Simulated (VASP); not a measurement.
VASP 6.6.1, r²SCAN single-point calculation, BN (strained rocksalt)

INCAR

```
EDIFF = 1E-7
NELM = 120
LWAVE = .FALSE.
METAGGA = R2SCAN
LASPH = .TRUE.
ENCUT = 520
IBRION = -1
LREAL = .FALSE.
LCHARG = .FALSE.
ISIF = 2
NSW = 0
ALGO = Normal
PREC = Accurate
ISMEAR = 0
NBANDS = 11
SIGMA = 0.01
```

KPOINTS

```
KPOINTS created by Atomic Simulation Environment
0
Gamma
12 12 12
0 0 0
```

KPOINTS_OPT

```
special points
7
Reciprocal
0.0000000000 0.0000000000 0.0000000000 1
0.5000000000 0.0000000000 0.5000000000 1
0.6250000000 0.2500000000 0.6250000000 1
0.3750000000 0.3750000000 0.7500000000 1
0.5000000000 0.5000000000 0.5000000000 1
0.5000000000 0.2500000000 0.7500000000 1
0.0000000000 0.1666666667 -0.1666666667 1
```

POSCAR

```
B  N
 1.0000000000000000
     0.0414342689000000    1.7872602038000001    1.7872602038000001
     1.7872602038000001    0.0414342689000000    1.7872602038000001
     1.7872602038000001    1.7872602038000001    0.0414342689000000
 B   N
   1   1
Cartesian
  0.0000000000000000  0.0000000000000000  0.0000000000000000
  1.8079773382500006  1.8079773382500006  1.8079773382500006
```

VASP ran with the recommended PBE PAW datasets (8 valence electrons in the cell).

Command

```
mpirun -np 1 vasp_std
```

From OUTCAR

```
k-points           NKPTS =    189   k-points in BZ     NKDIM =    189   number of bands    NBANDS=     11

   NELECT =       8.0000    total number of electrons

   dimension x,y,z NGX =    20 NGY =   20 NGZ =   20
   dimension x,y,z NGXF=    40 NGYF=   40 NGZF=   40

  energy-cutoff  :      520.00
  volume of cell :       11.02
      direct lattice vectors                 reciprocal lattice vectors
     0.041434269  1.787260204  1.787260204    -0.289679147  0.283115643  0.283115643
     1.787260204  0.041434269  1.787260204     0.283115643 -0.289679147  0.283115643
     1.787260204  1.787260204  0.041434269     0.283115643  0.283115643 -0.289679147

 k-points in reciprocal lattice and weights: KPOINTS created by Atomic Simulation Env
   0.00000000  0.00000000  0.00000000       0.001
   0.08333333 -0.00000000 -0.00000000       0.003
   0.16666667  0.00000000  0.00000000       0.003
   0.25000000  0.00000000 -0.00000000       0.003
   0.33333333 -0.00000000 -0.00000000       0.003
   0.41666667  0.00000000 -0.00000000       0.003
   0.50000000  0.00000000 -0.00000000       0.002
   0.08333333  0.08333333 -0.00000000       0.003
   ...

 E-fermi :  10.1539

 k-point     1 :       0.0000    0.0000    0.0000
  band No.  band energies     occupation
      1     -13.3471      2.00000
      2       8.4011      2.00000
      3       9.2663      2.00000
      4       9.2663      2.00000
      5      18.8372      0.00000
      6      22.5848      0.00000
      7      22.5848      0.00000
      8      22.8443      0.00000
      9      28.2210      0.00000
     10      29.6002      0.00000
     11      29.6002      0.00000

 k-point     2 :       0.0833   -0.0000   -0.0000
  band No.  band energies     occupation
      1     -13.1445      2.00000
      2       8.1320      2.00000
      3       8.6524      2.00000
      4       9.2360      2.00000
      5      19.1008      0.00000
      6      21.8850      0.00000
      7      22.0295      0.00000
      8      22.4673      0.00000
      9      28.6249      0.00000
     10      29.0967      0.00000
     11      30.1344      0.00000

 k-point     3 :       0.1667    0.0000    0.0000
  band No.  band energies     occupation
      1     -12.5423      2.00000
      2       6.1263      2.00000
      3       8.5002      2.00000
      4       9.1714      2.00000
      5      19.1726      0.00000
      6      20.2904      0.00000
      7      20.3792      0.00000
      8      22.3973      0.00000
      9      28.5529      0.00000
     10      30.3011      0.00000
     11      31.6375      0.00000

 k-point     4 :       0.2500    0.0000   -0.0000
  band No.  band energies     occupation
      1     -11.5620      2.00000
      2       3.4259      2.00000
      3       8.5409      2.00000
      4       9.1294      2.00000
      5      18.1993      0.00000
      6      18.5228      0.00000
      7      18.8671      0.00000
      8      22.8918      0.00000
      9      29.2280      0.00000
     10      32.5688      0.00000
     11      33.9735      0.00000

 k-point     5 :       0.3333   -0.0000   -0.0000
  band No.  band energies     occupation
      1     -10.2630      2.00000
      2       0.6674      2.00000
      3       8.6675      2.00000
      4       9.1492      2.00000
      5      16.6665      0.00000
      6      16.9981      0.00000
      7      18.0235      0.00000
      8      23.4127      0.00000
      9      30.7233      0.00000
     10      35.5256      0.00000
     11      37.0216      0.00000

 k-point     6 :       0.4167    0.0000   -0.0000
  band No.  band energies     occupation
      1      -8.8413      2.00000
      2      -1.7068      2.00000
      3       8.8294      2.00000
      4       9.2128      2.00000
      5      15.5427      0.00000
      6      15.9609      0.00000
      7      17.5053      0.00000
      8      23.7194      0.00000
      9      32.6003      0.00000
     10      38.9409      0.00000
     11      40.6138      0.00000

 k-point     7 :       0.5000    0.0000   -0.0000
  band No.  band energies     occupation
      1      -8.0480      2.00000
      2      -2.8290      2.00000
      3       8.9081      2.00000
      4       9.2491      2.00000
      5      15.1302      0.00000
      6      15.5893      0.00000
      7      17.3284      0.00000
      8      23.8167      0.00000
      9      33.7101      0.00000
     10      39.3059      0.00000
     11      42.0928      0.00000

 k-point     8 :       0.0833    0.0833   -0.0000
  band No.  band energies     occupation
      1     -13.0811      2.00000
      2       8.0000      2.00000
      3       8.8323      2.00000
      4       8.8512      2.00000
      5      19.3222      0.00000
      6      20.7784      0.00000
      7      22.5724      0.00000
      8      22.7440      0.00000
      9      27.3790      0.00000
     10      30.0383      0.00000
     11      30.8980      0.00000

 k-point     9 :       0.1667    0.0833   -0.0000
  band No.  band energies     occupation
      1     -12.6154      2.00000
      2       6.9332      2.00000
      3       7.8353      2.00000
      4       9.0606      2.00000
      5      18.9055      0.00000
      6      19.8433      0.00000
      7      22.1080      0.00000
      8      22.5242      0.00000
      9      26.8219      0.00000
     10      31.3858      0.00000
     11      32.2355      0.00000

 k-point    10 :       0.2500    0.0833   -0.0000
  band No.  band energies     occupation
      1     -11.7623      2.00000
      2       4.4589      2.00000
      3       7.5805      2.00000
      4       9.1131      2.00000
      5      17.2232      0.00000
      6      19.4696      0.00000
      7      20.6879      0.00000
      8      22.8975      0.00000
      9      27.5110      0.00000
     10      33.0192      0.00000
     11      34.3415      0.00000

 k-point    11 :       0.3333    0.0833   -0.0000
  band No.  band energies     occupation
      1     -10.5638      2.00000
      2       1.7176      2.00000
      3       7.5766      2.00000
      4       8.9642      2.00000
      5      15.9144      0.00000
      6      18.5805      0.00000
      7      19.2197      0.00000
      8      23.5345      0.00000
      9      29.1144      0.00000
     10      35.2162      0.00000
     11      37.1961      0.00000

 k-point    12 :       0.4167    0.0833    0.0000
  band No.  band energies     occupation
      1      -9.1462      2.00000
      2      -0.8231      2.00000
      3       7.8111      2.00000
      4       8.6267      2.00000
      5      15.2088      0.00000
      6      17.3225      0.00000
      7      18.4631      0.00000
      8      23.9672      0.00000
      9      31.2893      0.00000
     10      37.8883      0.00000
     11      40.2164      0.00000

 k-point    13 :       0.5000    0.0833   -0.0000
  band No.  band energies     occupation
      1      -7.9935      2.00000
      2      -2.5174      2.00000
      3       8.0617      2.00000
      4       8.3694      2.00000
      5      15.1395      0.00000
      6      16.2530      0.00000
      7      18.2389      0.00000
      8      24.1468      0.00000
      9      33.2566      0.00000
     10      38.0804      0.00000
     11      42.0026      0.00000

 k-point    14 :      -0.4167    0.0833   -0.0000
  band No.  band energies     occupation
      1      -8.2612      2.00000
      2      -2.1464      2.00000
      3       7.6919      2.00000
      4       8.8603      2.00000
      5      15.4296      0.00000
      6      15.8938      0.00000
      7      18.4202      0.00000
      8      24.0938      0.00000
      9      32.7654      0.00000
     10      38.4472      0.00000
     11      39.5565      0.00000

 k-point    15 :      -0.3333    0.0833    0.0000
  band No.  band energies     occupation
      1      -9.5977      2.00000
      2      -0.0727      2.00000
      3       7.4256      2.00000
      4       9.3014      2.00000
      5      15.7197      0.00000
      6      16.6592      0.00000
      7      18.9925      0.00000
      8      23.7961      0.00000
      9      30.7423      0.00000
     10      35.6047      0.00000
     11      39.9630      0.00000

 k-point    16 :      -0.2500    0.0833   -0.0000
  band No.  band energies     occupation
      1     -10.9716      2.00000
      2       2.5822      2.00000
      3       7.3791      2.00000
      4       9.4759      2.00000
      5      16.7052      0.00000
      6      17.7788      0.00000
      7      19.8855      0.00000
      8      23.2366      0.00000
      9      29.0098      0.00000
     10      32.6956      0.00000
     11      37.2985      0.00000

 ...

  Total       -0.8464473     -0.8464473     -0.8464473     -1.0273596     -1.0273596     -1.0273596
  in kB     -123.0511480   -123.0511480   -123.0511480   -149.3510245   -149.3510245   -149.3510245
  external PRESSURE =    -123.0511480 kB  Pullay stress =       0.0000000 kB

 POSITION                                       TOTAL-FORCE (eV/Angst)
 -----------------------------------------------------------------------------------
      0.00000      0.00000      0.00000         0.000000      0.000000      0.000000
      1.80798      1.80798      1.80798        -0.000000     -0.000000     -0.000000
 -----------------------------------------------------------------------------------
    total drift:                                0.000000      0.000000      0.000000

  FREE ENERGIE OF THE ION-ELECTRON SYSTEM (eV)
  ---------------------------------------------------
  free  energy   TOTEN  =       -15.3803569915 eV

  energy  without entropy=      -15.3803569915  energy(sigma->0) =      -15.38035699
```

```yaml
gap_between_bands_v_and_c: 0.84 eV
least_direct_gap: 5.88 eV
pressure: -12.3 GPa
```

Band v is the last that the valence electrons fill when counted band by band, and c is the next.
